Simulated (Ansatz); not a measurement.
## CdSe (P6_3mc):H_i (antibonding, by Se), thermodynamic levels from a 72-atom cell

Charge states of H_i (antibonding, by Se) in CdSe (P6_3mc), set against the band edges. Model: a cell of 72 host atoms with 1 H put in.

Calculated with Ansatz 0.2.0; place-levels on r2SCAN runs: charge-transition levels and formation energies with image-charge correction and potential alignment at the atomic sites; PAW set soft_1.

### Step 1. The starting structure

The cell holds 73 atoms: 36 Cd, 36 Se and 1 H. Cell: a = 13.023 Å, b = 13.023 Å, c = 14.159 Å, α = 90.0°, β = 90.0°, γ = 120.0°. It derives from CdSe (space group P6_3mc). Nearest the centre at fractional (0.618, 0.569, 0.403): H73 at 0.00 Å, Se36 at 1.49 Å, Cd37 at 2.57 Å, Cd61 at 2.57 Å, Cd34 at 2.58 Å, Se44 at 3.24 Å, Se68 at 3.24 Å, Se35 at 3.74 Å.

The host's dielectric constants go in as inputs: (8.02, 8.02, 8.09) for the electrons alone, (11.43, 11.43, 12.09) with the ions, computed on the host (DFPT, PBEsol, on the r2SCAN cell), and a cell off the functional's own equilibrium shifts the ionic part.

The cell's shortest repeat is 13.0 Å.

### Step 2. What was run first

Levels follow from differences of total energies between charge states, each relaxed by itself.

Each atom starts 0.05 Å or so off its site in a random direction: a symmetric start keeps its symmetry, and would miss off-centre moves and Jahn–Teller distortions. Forces are taken at one point at (¼, ¼, ¼). The cell holds 1 electron more than the neutral one, with a uniform background that keeps it neutral on the whole.

The sampling was tested on the host first: at the k-points planned (1x1x1 shifted 0.25 0.25 0.25) its energy lies -0.014 eV an atom from the dense-mesh value, under the bound of 0.02 eV set for this test; that bounds the host's error, not the defect's.

One state's input; the others differ in charge, spin, start and seed, and in occupations where the table says so.

The input, qm1.relax/input.yaml:

```yaml
crystal:
  lattice:
    - [13.02269577, 0.0, 0.0]
    - [-6.51134789, 11.27798537, 0.0]
    - [0.0, 0.0, 14.15932736]
  atoms:
    - { symbol: Cd, position: [0.11111111, 0.22222222, 2.861e-05] }
    - { symbol: Cd, position: [0.22222222, 0.11111111, 0.25002861] }
[... 7 atom lines left out ...]
    - { symbol: Cd, position: [0.22222222, 0.44444444, 0.25002861] }
[... 1 atom line left out ...]
    - { symbol: Se, position: [0.22222222, 0.44444444, 0.43797139] }
[... 14 atom lines left out ...]
    - { symbol: Se, position: [0.44444444, 0.22222222, 0.18797139] }
[... 1 atom line left out ...]
    - { symbol: Cd, position: [0.44444444, 0.22222222, 0.50002861] }
[... 4 atom lines left out ...]
    - { symbol: Cd, position: [0.55555556, 0.44444444, 0.25002861] }
    - { symbol: Se, position: [0.44444444, 0.55555556, 0.18797139] }
    - { symbol: Se, position: [0.55555556, 0.44444444, 0.43797139] }
    - { symbol: Cd, position: [0.44444444, 0.55555556, 0.50002861] }
[... 1 atom line left out ...]
    - { symbol: Se, position: [0.44444444, 0.55555556, 0.68797139] }
[... 2 atom lines left out ...]
    - { symbol: Cd, position: [0.55555556, 0.77777778, 0.25002861] }
[... 1 atom line left out ...]
    - { symbol: Se, position: [0.55555556, 0.77777778, 0.43797139] }
[... 14 atom lines left out ...]
    - { symbol: Se, position: [0.77777778, 0.55555556, 0.18797139] }
    - { symbol: Se, position: [0.88888889, 0.44444444, 0.43797139] }
    - { symbol: Cd, position: [0.77777778, 0.55555556, 0.50002861] }
[... 1 atom line left out ...]
    - { symbol: Se, position: [0.77777778, 0.55555556, 0.68797139] }
[... 2 atom lines left out ...]
    - { symbol: Cd, position: [0.88888889, 0.77777778, 0.25002861] }
    - { symbol: Se, position: [0.77777778, 0.88888889, 0.18797139] }
    - { symbol: Se, position: [0.88888889, 0.77777778, 0.43797139] }
    - { symbol: Cd, position: [0.77777778, 0.88888889, 0.50002861] }
[... 3 atom lines left out ...]
    - { symbol: H, position: [0.618019, 0.569372, 0.403009] }
  host:
    repeats: [3, 3, 2]
    atoms:
      - { symbol: Cd, position: [0.33333333, 0.66666667, 5.722e-05] }
      - { symbol: Cd, position: [0.66666667, 0.33333333, 0.50005722] }
      - { symbol: Se, position: [0.33333333, 0.66666667, 0.37594278] }
      - { symbol: Se, position: [0.66666667, 0.33333333, 0.87594278] }
total_charge: -1
basis:
  ecutwfc: 500
  xc_grid: 2
hamiltonian:
  xc: r2scan
  pseudopotentials: { kind: paw, azcp: { folder: soft_1 } }
kpoints:
  mp_grid: { grid: [1, 1, 1], shift: [0.25, 0.25, 0.25] }
scf:
  occupations: { method: fixed }
  max_iter: 60
output:
  forces: true
  charged_corrections:
    epsilon: [8.02, 8.02, 8.09]
    static_epsilon: [11.43, 11.43, 12.09]
    defect_position: [0.618019, 0.569372, 0.403009]
relax:
  f_tol: 0.02
  max_steps: 80
  random_displacement: { amplitude: 0.05, seed: 2561 }
checkpoint:
  write: "../qm1.relax.run"
  compress: false
  write_wavefunctions: true
  write_every: 100000
```

Command:

```console
$ ansatz run input.yaml --threads 6 --pin off --max-ram 37683MiB --backend cuda --events-out ev --progress --plain --runs-dir out
```

The relaxed structure is kept and the sampling changed to a 2×2×2 shifted mesh.

The run of this state that the levels use, under r2SCAN:

The input, qm1.point/input.yaml:

```yaml
crystal:
  checkpoint: "../qm1.relax.run"
  host: checkpoint
total_charge: -1
basis:
  ecutwfc: 500
  xc_grid: 2
hamiltonian:
  xc: r2scan
  pseudopotentials: { kind: paw, azcp: { folder: soft_1 } }
kpoints:
  mp_grid: { grid: [2, 2, 2], shift: [0.5, 0.5, 0.5] }
scf:
  occupations: { method: fermi_dirac, width: 0.01 }
  max_iter: 60
output:
  forces: true
  eigenvalues: true
  charged_corrections:
    epsilon: [8.02, 8.02, 8.09]
    static_epsilon: [11.43, 11.43, 12.09]
    defect_position: [0.618019, 0.569372, 0.403009]
  eigenstates: { localisation: true }
  populations: true
  band_densities: [{ bands: [v1, v1] }, { bands: [c1, c1] }]
  write_density: true
  write_potential: true
  volumetric_format: npy
  elf: true
checkpoint:
  read: "../qm1.relax.run"
  write: "../qm1.point.run"
  compress: false
  write_wavefunctions: false
  write_every: 100000
```

Relaxations under r2SCAN at one point at (¼, ¼, ¼); times on 1 × NVIDIA H100 80GB HBM3 with 6 threads of AMD EPYC 7R13 (Zen 3), shared host:

| charge | moment (μB) | occupations | outcome | steps | largest displacement against the far atoms (Å) | time |
| --- | --- | --- | --- | --- | --- | --- |
| −1 | 0 | fixed | converged | 19 | 1.24 | 84 s |
| 0 | 1 | fixed | converged | 9 | 0.69 | 67 s |
| +1 | 0 | fixed | converged | 8 | 0.59 | 32 s |

Single points under r2SCAN at a 2×2×2 shifted mesh; times on 1 × NVIDIA H100 80GB HBM3 with 6 threads of AMD EPYC 7R13 (Zen 3), shared host:

| charge | moment (μB) | occupations | outcome | time |
| --- | --- | --- | --- | --- |
| −1 | 0 | fermi-dirac | converged | 33 s |
| 0 | 1 | fermi-dirac | converged | 72 s |
| +1 | 0 | fermi-dirac | converged | 33 s |

Distances (Å) from H73 to the nearest atoms after relaxation with r2SCAN:

| charge | moment (μB) | 1. | 2. | 3. | 4. | 5. | 6. |
| --- | --- | --- | --- | --- | --- | --- | --- |
| −1 | 0 | Se 1.50 | Cd 2.76 | Se 2.85 | Cd 2.94 | Cd 3.10 | Cd 3.10 |
| 0 | 1 | Se 1.56 | Cd 2.84 | Cd 2.99 | Se 3.02 | Cd 3.05 | Se 3.13 |
| +1 | 0 | Se 1.47 | Cd 2.85 | Cd 2.87 | Cd 2.88 | Se 3.02 | Se 3.08 |

### Step 3. place-levels, r2SCAN

A charged cell interacts with its images and the background, and its potential has another zero than the host's. place-levels removes the first by a point-charge model, screened by the static dielectric constant since the ions have relaxed around the charge, and the second by comparing potentials at atoms far from the defect.

The host is a run of the defect-free crystal in the same cutoffs, grids and k-points, so that basis and sampling errors cancel in part in the differences. The host is run in a cell of 4 atoms on a matching mesh. Its band edges are searched through the zone by a band path, so the gap is smaller than, or equal to, that on the mesh. Chemical potentials are energies per atom of H (H2 molecule), run with the same functional and cutoff.

The input, levels.point.yaml:

```yaml
host:
  run: host.point.run
states: [qm1.point.run, q0_M1.point.run, qp1.point.run]
geometry_from:
  qm1.point.run: qm1.relax.run
  q0_M1.point.run: q0_M1.relax.run
  qp1.point.run: qp1.relax.run
  host.point.run: host.relax.run
chemical_potentials:
  H:
    energy: -15.945394
    dataset: "<sha256 of the dataset>"
epsilon: [8.02, 8.02, 8.09]
static_epsilon: [11.43, 11.43, 12.09]
vertical:
  - { from: qm1.point.run, to: qm1.point_neutral.run }
  - { from: qp1.point.run, to: qp1.point_neutral.run }
```

Command:

```console
$ ansatz place-levels levels.point.yaml -- --threads 6 --pin off --max-ram 37683MiB
```

Numbers of over 12 decimals in the logs are rounded to 6 here.

The log of the run:

```text
[... repeated set-up lines and file paths are left out, and long positions are rounded to six places ...]
(+1/0) 1.632 eV above the valence edge (+1.959 eV without the band-filling correction), in the conduction band
(0/-1) 2.178 eV above the valence edge (+1.851 eV without the band-filling correction), in the conduction band
formation energy of charge +1: +0.197 eV with the Fermi level at the valence edge
formation energy of charge 0: +1.829 eV with the Fermi level at the valence edge
formation energy of charge -1: +4.007 eV with the Fermi level at the valence edge
vertical -1 to 0: no energy, since no alignment is typed
  the change from vertical[0].from (qm1.point.run) to vertical[0].to (qm1.point_neutral.run): by its potential at epsilon [8.02, 8.02, 8.09] it stands at 0.571 0.358 0.500, with an rms radius of about 2.0 Å (0.9 1.7 0.0 Å across the planes of the cell's [...]
vertical +1 to 0: no energy, since no alignment is typed
  the change from vertical[1].from (qp1.point.run) to vertical[1].to (qp1.point_neutral.run): by its potential at epsilon [8.02, 8.02, 8.09] it stands at 0.425 0.138 0.486, with an rms radius of about 7.8 Å (4.4 4.2 4.9 Å across the planes of the cell's [...]
  edges by r2scan, gap 1.097 eV; the host is sampled to repeats of 26.05 Å
  the defect's cells are sampled to repeats of 26.05 Å, like sampling
  charge +1: -494947.2250 eV with its correction of +0.148 eV, at epsilon [11.43, 11.43, 12.09], aligned at sites: +0.0026 eV, mean over 33 atomic sites at or beyond 6.51 Å from the defect at [0.6180, 0.5694, 0.4030], with -0.004539 for the charge's moments [...]
  charge 0: +0.000 eV for its dipole among its images, +0.000 omitted
  charge -1: -494930.1574 eV with its correction of +0.115 eV, at epsilon [11.43, 11.43, 12.09], aligned at sites: +0.0225 eV, mean over 33 atomic sites at or beyond 6.51 Å from the defect at [0.6180, 0.5694, 0.4030], with -0.000031 for the charge's moments [...]
  of states[2] (qp1.point.run): how wide its charge is, is not read beside other atoms or cores, and a band state would take no correction. [...]
  of states[1] (q0_M1.point.run): a band-filling correction moves a carrier to the host's band edge, which changes its energy by -0.327 eV; its displacements don't fall off away from the defect: farther atoms stand 0.016 Å off the host's places. [...]
  of states[0] (qm1.point.run): its displacements don't fall off away from the defect: farther atoms stand 0.041 Å off the host's places. [...]
  of vertical[0].from (qm1.point.run): its displacements don't fall off away from the defect: farther atoms stand 0.041 Å off the host's places. [...]
  of vertical[0].to (qm1.point_neutral.run): its displacements don't fall off away from the defect: farther atoms stand 0.041 Å off the host's places. [...]
  of vertical[1].from (qp1.point.run): it parts from the run at its places by a charge that spreads by about 4.4 Å along one vector (2 Å or more is wide), by its potential at epsilon [8.02, 8.02, 8.09], taken for that of held ions (one typed too small widens [...]
  of vertical[1].to (qp1.point_neutral.run): its moments are held at its close (magnetization.spin_locking), by a field of 0.222 eV a Bohr magneton, and its energy and levels are of the state that this holds: a run that lets them go can end lower; [...]
```

The job ended after 0.38 s (6 threads of AMD EPYC 7R13 (Zen 3), shared host).

Under r2SCAN the gap is 1.10 eV, (+1/0) 1.63 (outside the gap) (with band filling), (0/−1) 2.18 (outside the gap) (with band filling) eV.

Levels between the charges placed, in eV above the valence top:

|  | gap (eV) | (+1/0) | (0/−1) |
| --- | --- | --- | --- |
| r2SCAN | 1.10 | 1.63 | 2.18 |

Corrections by state:

| charge | moment (μB) | image terms and alignment (eV) | band filling (eV) | ε used | over the lowest of its charge, as the program ranks them, band filling apart (eV) |
| --- | --- | --- | --- | --- | --- |
| +1 | 0.0 | 0.148 | - | principal values (11.43, 11.43, 12.09) | 0.000 |
| 0 | 1.0 | 0.000 | -0.327 | - | 0.000 |
| −1 | 0.0 | 0.115 | - | principal values (11.43, 11.43, 12.09) | 0.000 |

The charged structures listed were also run neutral, and place-levels reads from each pair, by the potential or the spins, how wide the charge is by which they differ; that can be the carrier of either run.

| charge | rms radius (Å) | spread where it is widest against the cell (Å) | wide from (Å) | reading |
| --- | --- | --- | --- | --- |
| +1 | 7.8 | 4.40 | 1.95 | wide |
| −1 | 2.0 | 1.74 | 1.95 | narrow |

The neutral runs of these pairs need not share the spin of the lowest neutral state, and very wide values only mean spread over the cell.

From the program's caveats on the states, each cut to its opening words:

- charge +1: how wide its charge is, is not read beside other atoms or cores, and a band state would take no correction
- charge 0 (1 μB): a band-filling correction moves a carrier to the host's band edge, which changes its energy by -0.327 eV
- charge 0 (1 μB): its displacements don't fall off away from the defect: farther atoms stand 0.016 Å off the host's places
- charge 0 (1 μB): flagged: stability check not made
- charge −1: its displacements don't fall off away from the defect: farther atoms stand 0.041 Å off the host's places

The host's formation energy from the elements is -0.759 eV per atom; it sets how far the chemical potentials can move.

Formation energies (eV), Cd-rich (Δμ(Cd) = 0.00 eV, Δμ(Se) = -1.52 eV, Δμ(H) = 0.00 eV):

| charge | Fermi level at the valence top | at the conduction bottom |
| --- | --- | --- |
| +1 | 0.20 | 1.29 |
| 0 | 1.83 | 1.83 |
| −1 | 4.01 | 2.91 |

Formation energies (eV), Se-rich (Δμ(Se) = 0.00 eV, Δμ(Cd) = -1.52 eV, Δμ(H) = 0.00 eV):

| charge | Fermi level at the valence top | at the conduction bottom |
| --- | --- | --- |
| +1 | 0.20 | 1.29 |
| 0 | 1.83 | 1.83 |
| −1 | 4.01 | 2.91 |

### Step 4. Effect of the sampling

The relaxations' own energies give the levels at their sampling, for comparison.

The input, levels.relax_mesh.yaml:

```yaml
host:
  run: host.relax.run
states: [qm1.relax.run, q0_M1.relax.run, qp1.relax.run]
chemical_potentials:
  H:
    energy: -15.945394
    dataset: "<sha256 of the dataset>"
```

Command:

```console
$ ansatz place-levels levels.relax_mesh.yaml -- --threads 6 --pin off --max-ram 37683MiB
```

The log of the run:

```text
[...]
formation energy of charge +1: +0.205 eV with the Fermi level at the valence edge
formation energy of charge 0: +1.806 eV with the Fermi level at the valence edge
formation energy of charge -1: +4.088 eV with the Fermi level at the valence edge
  edges by r2scan, gap 1.102 eV; the host is sampled to repeats of 19.24 Å
[... the lines on each state left out ...]
```

Elapsed: 0.12 s, on 6 threads.

Levels between neighbouring charges, in eV above the valence top:

|  | gap (eV) | (+1/0) | (0/−1) |
| --- | --- | --- | --- |
| one point at (¼, ¼, ¼) | 1.10 | 1.60 | 2.28 |
| a 2×2×2 shifted mesh | 1.10 | 1.63 | 2.18 |

Going from one point at (¼, ¼, ¼) to a 2×2×2 shifted mesh moves formation energies against the elements by up to 0.08 eV; band-filling terms, which differ between samplings, are in these energies.

### Step 5. Placing the levels, PBEsol

PBEsol on the same structure is run to see how far the result rests on the functional, though not on the errors that semilocal functionals share; the sampling changes too, to one point at (¼, ¼, ¼), so differences hold both changes.

The input, qm1.pbesol/input.yaml:

```yaml
crystal:
  checkpoint: "../qm1.relax.run"
  host: checkpoint
total_charge: -1
basis:
  ecutwfc: 420
  xc_grid: 2
hamiltonian:
  xc: pbesol
  pseudopotentials: { kind: paw, azcp: { folder: soft_1 }, xc_functional: pbe }
kpoints:
  mp_grid: { grid: [1, 1, 1], shift: [0.25, 0.25, 0.25] }
scf:
  occupations: { method: fermi_dirac, width: 0.01 }
  max_iter: 60
output:
  forces: true
  eigenvalues: true
  charged_corrections:
    epsilon: [8.02, 8.02, 8.09]
    static_epsilon: [11.43, 11.43, 12.09]
    defect_position: [0.618019, 0.569372, 0.403009]
  eigenstates: { localisation: true }
  populations: true
  band_densities: [{ bands: [v1, v1] }, { bands: [c1, c1] }]
  write_density: true
  write_potential: true
  volumetric_format: npy
  elf: true
checkpoint:
  write: "../qm1.pbesol.run"
  compress: false
  write_wavefunctions: false
  write_every: 100000
```

The job ended after 12 s (1 × NVIDIA H100 80GB HBM3 with 6 threads; peak memory 2.1 GiB).

The input, levels.pbesol.yaml:

```yaml
host:
  run: host.pbesol.run
states: [qm1.pbesol.run, q0_M1.pbesol.run, qp1.pbesol.run]
geometry_from:
  qm1.pbesol.run: qm1.relax.run
  q0_M1.pbesol.run: q0_M1.relax.run
  qp1.pbesol.run: qp1.relax.run
  host.pbesol.run: host.relax.run
chemical_potentials:
  H:
    energy: -15.609228
    dataset: "<sha256 of the dataset>"
```

Command:

```console
$ ansatz place-levels levels.pbesol.yaml -- --threads 6 --pin off --max-ram 37683MiB
```

The log of the run:

```text
[...]
formation energy of charge +1: +0.168 eV with the Fermi level at the valence edge
formation energy of charge 0: +1.075 eV with the Fermi level at the valence edge
formation energy of charge -1: +2.932 eV with the Fermi level at the valence edge
  edges by pbesol, gap 0.489 eV; the host is sampled to repeats of 19.24 Å
[... the lines on each state left out ...]
```

Wall time 0.24 s (6 threads).

Under PBEsol the gap is 0.49 eV, (+1/0) 0.91 (outside the gap) (with band filling), (0/−1) 1.86 (outside the gap) (with band filling) eV.

### Step 6. Side by side

Levels between neighbouring charges, in eV above each run's own valence top:

|  | gap (eV) | (+1/0) | (0/−1) | GPU time a state at this stage (restarts are quicker than cold starts) |
| --- | --- | --- | --- | --- |
| r2SCAN, 2×2×2 shifted mesh | 1.10 | 1.63 | 2.18 | 46 s |
| PBEsol on r2SCAN structures, (¼, ¼, ¼) | 0.49 | 0.91 | 1.86 | 14 s |

### Step 7. What came out

* gap of the host: 1.10 eV (r2SCAN)
* level (plus 1/0): 1.63 eV above the valence top, past the conduction bottom (1.96 eV above the valence top without the band-filling term)
* level (0/minus 1): 2.18 eV above the valence top, past the conduction bottom (1.85 eV above the valence top without the band-filling term)
* lowest of the charges placed, just above the valence top (0.02 eV): +1
* lowest of the charges placed, just below the conduction bottom (0.02 eV): +1
* lowest formation energy at mid-gap of the charges run, Cd-rich: 0.75 eV
* lowest formation energy at mid-gap of the charges run, Se-rich: 0.75 eV

Of the charges placed (−1, 0 and +1), +1 is the lowest from 0.02 eV above the valence top to 0.02 eV below the conduction bottom, a gap of 1.10 eV. Charges above +1 were not placed, so these runs say nothing of levels that involve them. States placed: +1 at 0 μB; 0 at 1 μB; −1 at 0 μB. Other spin states or structures, where not listed, weren't placed. The program finds carriers beyond a band edge of the host and adds a band-filling term at charge 0 (-0.33 eV); steps to such a charge show no bound level, and a defect level inside a band would be read the same way. At charge −1 the atom put in ends up to 1.2 Å from its starting place, so the name tells the start alone and the levels can join different sites. H is taken at its element; compounds, which aren't counted here, bound the chemical potentials and would shift these formation energies. Going from one point at (¼, ¼, ¼) to a 2×2×2 shifted mesh moves formation energies against the elements by up to 0.08 eV; band-filling terms, which differ between samplings, are in these energies. Limits: r2SCAN makes the gap too small and tends to spread out bound carriers; spin–orbit coupling, which can matter with heavy atoms, is left out; force components of up to 0.14 eV/Å remain in a run at the final settings.

[Logs are printed without paths, hosts, clocks, repeated set-up lines and the standing remarks that a program may print on its own settings, such as how far it seeks lower states.]

[Hosts, paths, dates, database ids (printed as entryN), source tags and the programs' standing remarks are cut or masked in the printed files.]

[Where a table of states has a column of steps, it counts the stored structures, which are thinned; the runs took as many ionic steps or more.]

[A defect's name tells the site on which it was built; relaxed atoms can leave that site.]

[For some hosts the program warned that the k-mesh of the response run may be too coarse for force constants and the static dielectric constant; such warnings are not shown here.]
